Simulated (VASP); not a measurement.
# K in VASP: a series of runs, part 2 of 2

VASP 6.6.1. The steps go on from the part before.

## Step 6: Single point, r2SCAN

The input, INCAR:

```
SYSTEM = K
ADDGRID = .False.
ALGO = Normal
EDIFF = 0.01
ENCUT = 450
ISIF = 2
ISMEAR = -1
LASPH = .True.
LCHARG = .False.
LMIXTAU = .True.
LREAL = .False.
LWAVE = .False.
METAGGA = R2SCAN
NBANDS = 10
NELM = 100
PREC = Accurate
SIGMA = 0.15
```

The input, KPOINTS:

```
k-points
0
Gamma
  4 4 4
  0 0 0
```

The input, POSCAR:

```
K
1.0
   -2.6491090000      2.6630490000      2.6437420000
    2.6773590000     -2.6874940000      2.6964360000
    2.7342160000      2.7726000000     -2.6681870000
K
1
Direct
   -0.0060180000      0.0074470000      0.0002300000
```

Potentials or basis: VASP PAW PBE potentials, release 64 (K_pv).

Command:

```
> cat potpaw_PBE.64/K_pv/POTCAR > POTCAR
> mpirun -np 1 vasp_std > vasp.out
```

OUTCAR:

```text
SYSTEM = K
   EDIFF = 0.01
   ENCUT = 450
   ISIF = 2
   ISMEAR = -1
   LASPH = .True.
   LREAL = .False.
   METAGGA = R2SCAN
   NELM = 100
   PREC = Accurate

 Found     36 irreducible k-points:

 Following reciprocal coordinates:
            Coordinates               Weight
  0.000000  0.000000  0.000000      1.000000
  0.250000  0.000000 -0.000000      2.000000
  0.500000  0.000000 -0.000000      1.000000
  0.000000  0.250000  0.000000      2.000000
  0.250000  0.250000 -0.000000      2.000000
  0.500000  0.250000 -0.000000      2.000000
   k-points           NKPTS =     36   k-points in BZ     NKDIM =     36   number of bands    NBANDS=     10
   number of dos      NEDOS =    301   number of ions     NIONS =      1
   total plane-waves  NPLWV =  36864
   dimension x,y,z NGX =    32 NGY =   32 NGZ =   36
   dimension x,y,z NGXF=    64 NGYF=   64 NGZF=   72
   ions per type =               1
   NGX,Y,Z   is equivalent  to a cutoff of  11.58, 11.43, 12.68 a.u.
   NGXF,Y,Z  is equivalent  to a cutoff of  23.16, 22.86, 25.36 a.u.
 SYSTEM =  K
   PREC   = accura    normal or accurate (medium, high low for compatibility)
   ISTART =      0    job   : 0-new  1-cont  2-samecut
   ICHARG =      2    charge: 1-file 2-atom 10-const
   ISPIN  =      1    spin polarized calculation?
   LNONCOLLINEAR =      F non collinear calculations
   LSORBIT =      F    spin-orbit coupling
   LASPH  =      T    aspherical Exc in radial PAW
   ENCUT  =  450.0 eV  33.07 Ry    5.75 a.u.   7.94  8.05  8.16*2*pi/ulx,y,z
   NELM   =    100;   NELMIN=  2; NELMDL= -5     # of ELM steps
   EDIFF  = 0.1E-01   stopping-criterion for ELM
   LREAL  =      F    real-space projection
   EDIFFG = 0.1E+00   stopping-criterion for IOM
   NSW    =      0    number of steps for IOM
   IBRION =     -1    ionic relax: 0-MD 1-quasi-New 2-CG
   NFREE  =      0    steps in history (QN), initial steepest desc. (CG)
   ISIF   =      2    stress and relaxation
   ISYM   =      2    0-nonsym 1-usesym 2-fastsym
   POTIM  = 0.5000    time-step for ionic-motion
   TEBEG  =    0.0;   TEEND  =   0.0 temperature during run
   PSTRESS=    0.0 pullay stress
   NELECT =       7.0000    total number of electrons
   NUPDOWN=      -1.0000    fix difference up-down
   EMIN   =  10.00;   EMAX   =-10.00  energy-range for DOS
   EFERMI =   0.00;   METHOD = LEGACY
   ISMEAR =    -1;   SIGMA  =   0.15  broadening in eV -4-tet -1-fermi 0-gaus
   EFERMI_NEDOS =   21; number of points for ismear=-14 and -15
   IALGO  =     38    algorithm
   IMIX   =      4    mixing-type and parameters
     AMIX     =   0.40;   BMIX     =  1.00
     AMIX_MAG =   1.60;   BMIX_MAG =  1.00
  volume/ion in A,a.u.               =      78.52       529.87
  Fermi-wavevector in a.u.,A,eV,Ry     =   0.731335  1.382024  7.277098  0.534852
  Thomas-Fermi vector in A             =   1.823527
   LORBIT       =      0    0 simple, 1 ext, 2 COOP (PROOUT), +10 PAW based schemes
   METAGGA = R2SCAN    functional components
   LHFCALC =     F    Hartree Fock is set to
   AEXX    =    0.0000 exact exchange contribution
   IVDW    =     0    specifies the selected vdW correction
   LEPSILON=     F    determine dielectric tensor
   LRPA    =     F    only Hartree local field effects (RPA)
 non-spin polarized calculation
  energy-cutoff  :      450.00
  volume of cell :       78.52
 maximum number of plane-waves:      1718
   NGX = 15   NGY = 17   NGZ = 17

 number of electron       7.0000000 magnetization

 Free energy of the ion-electron system (eV)
  ---------------------------------------------------
  ext. energy  EPLUGINS =         0.00000000
  ---------------------------------------------------
  free energy    TOTEN  =        -5.98626312 eV

  energy without entropy =       -5.90185298  energy(sigma->0) =       -5.94405805

 E-fermi :  -1.2203     XC(G=0):  -5.7327

 val. band max:       -1.2256812463   @ k =   0.2500   0.5000   0.0000
 cond. band min:      -1.1939231673   @ k =   0.5000   0.2500  -0.0000
 fundamental gap:      0.0317580789
 Fermi energy:        -1.2202981189

 k-point     1 :       0.0000    0.0000    0.0000
  band No.  band energies     occupation
      1     -17.4687      2.00000
      2     -17.4685      2.00000
      3     -17.4682      2.00000
      4      -3.3688      2.00000
      5       3.3613      0.00000
      6       3.4239      0.00000
      7       3.5532      0.00000
      8       4.3912      0.00000
      9       4.4920      0.00000
     10       6.6681      0.00000

 k-point     2 :       0.2500    0.0000   -0.0000
  band No.  band energies     occupation
      1     -17.4976      2.00000
      2     -17.4779      2.00000
      3     -17.4683      2.00000
      4      -2.6073      1.99981
      5       1.9282      0.00000
      6       2.6785      0.00000
      7       4.0128      0.00000
      8       4.2083      0.00000
      9       4.2892      0.00000
     10       6.5192      0.00000

 k-point     3 :       0.5000    0.0000   -0.0000
  band No.  band energies     occupation
      1     -17.5263      2.00000
      2     -17.4874      2.00000
      3     -17.4682      2.00000
      4      -0.6425      0.04160
      5      -0.5494      0.02257
      6       2.1782      0.00000
      7       4.0288      0.00000
      8       4.7662      0.00000
      9       5.0599      0.00000
     10       5.3645      0.00000

 k-point     4 :       0.0000    0.2500    0.0000
  band No.  band energies     occupation
      1     -17.4956      2.00000
      2     -17.4775      2.00000
      3     -17.4688      2.00000
      4      -2.6191      1.99982
      5       1.8738      0.00000
      6       2.6454      0.00000
      7       3.9978      0.00000
      8       4.3170      0.00000
      9       4.3454      0.00000
     10       6.5016      0.00000

 k-point     5 :       0.2500    0.2500   -0.0000
  band No.  band energies     occupation
      1     -17.5104      2.00000
      2     -17.4946      2.00000
      3     -17.4750      2.00000
      4      -1.2440      1.07868
      5       0.7785      0.00000
      6       1.3266      0.00000
      7       3.7644      0.00000
      8       4.1331      0.00000
      9       5.0807      0.00000
     10       5.9808      0.00000

 k-point     6 :       0.5000    0.2500   -0.0000
  band No.  band energies     occupation
      1     -17.5200      2.00000
      2     -17.4901      2.00000
      3     -17.4735      2.00000
      4      -1.1939      0.91231
      5       0.7580      0.00000
      6       1.3426      0.00000
      7       3.7519      0.00000
      8       4.1907      0.00000
      9       4.9543      0.00000
     10       6.1999      0.00000

 [... further k-points ...]

------------------------ aborting loop because EDIFF is reached ----------------------------------------

  FORCE on cell =-STRESS in cart. coord.  units (eV):
  Direction    XX          YY          ZZ          XY          YZ          ZX
  --------------------------------------------------------------------------------------
  -------------------------------------------------------------------------------------
  Total       -0.0207482     -0.0217171     -0.0115142     -0.0182277      0.0054386     -0.0033011
  in kB       -0.4233686     -0.4431384     -0.2349489     -0.3719373      0.1109752     -0.0673596
  external PRESSURE =      -0.3671520 kB  Pullay stress =       0.0000000 kB

 VOLUME and BASIS-vectors are now :
 -----------------------------------------------------------------------------
  energy-cutoff  :      450.00
  volume of cell :       78.52
      direct lattice vectors                 reciprocal lattice vectors
    -2.649109000  2.663049000  2.643742000    -0.003889548  0.184877607  0.188126541
     2.677359000 -2.687494000  2.696436000     0.183848792 -0.002040834  0.186277758
     2.734216000  2.772600000 -2.668187000     0.181941348  0.181121382 -0.000133391

 POSITION                                       TOTAL-FORCE (eV/Angst)
 -----------------------------------------------------------------------------------
     -2.61260      2.62765      2.64730         0.000000      0.000000     -0.000000
 -----------------------------------------------------------------------------------
    total drift:                                0.000001      0.000022      0.000010

  FREE ENERGIE OF THE ION-ELECTRON SYSTEM (eV)
  ---------------------------------------------------
  free  energy   TOTEN  =        -5.9862631198 eV

  energy  without entropy=       -5.9018529763  energy(sigma->0) =       -5.94405805
```

OSZICAR:

```text
N       E                     dE             d eps       ncg     rms          rms(c)
DAV:   1     0.107833481842E+02    0.10783E+02   -0.27278E+03   720   0.436E+02
DAV:   2    -0.637929659126E+01   -0.17163E+02   -0.17038E+02   770   0.101E+02
DAV:   3    -0.656000127607E+01   -0.18070E+00   -0.18057E+00  1000   0.937E+00
DAV:   4    -0.656069608126E+01   -0.69481E-03   -0.69478E-03   916   0.554E-01
DAV:   5    -0.656070000750E+01   -0.39262E-05   -0.39261E-05   616   0.403E-02    0.102E+00
DAV:   6    -0.578119556580E+01    0.77950E+00   -0.23429E-01   724   0.379E+00    0.989E-01
DAV:   7    -0.598309214536E+01   -0.20190E+00   -0.18880E-01   732   0.271E+00    0.595E-01
DAV:   8    -0.580121329518E+01    0.18188E+00   -0.12499E-01   720   0.315E+00    0.152E-01
DAV:   9    -0.598605423497E+01   -0.18484E+00   -0.13669E-01   720   0.303E+00    0.449E-02
DAV:  10    -0.598626311977E+01   -0.20888E-03   -0.17754E-03   526   0.431E-01
   1 F= -.59862631E+01 E0= -.59440580E+01  d E =-.844101E-01
```

It took 31 s on 1 thread of Intel Xeon Platinum 8559C (Emerald Rapids), shared host; peak memory 0.19 GiB.

The run converged, but some of its settings lie outside the range that counts as converged, so its numbers aren't taken as properties of the crystal.

What came out:

* Free energy: -5.9863 eV
* Pressure: 0.0 GPa
* Band gap on the k mesh: none (metal or under the smearing width)

Caveat: the k mesh is coarse (spacing up to 0.41 Å⁻¹), so the values aren't converged; the PAW data sets were made with another functional, which shifts forces and pressure a little.

## Step 7: The reference run

An earlier run on the cell as given: functional PBE; potentials or basis VASP PAW PBE potentials, release 64 (K_sv); cutoff 520 eV; k mesh 7 × 7 × 7; occupations fermi-dirac, width 0.05 eV; no spin polarisation.

- Pressure: -0.2 GPa
- Band gap on the k mesh: none (metal or under the smearing width)
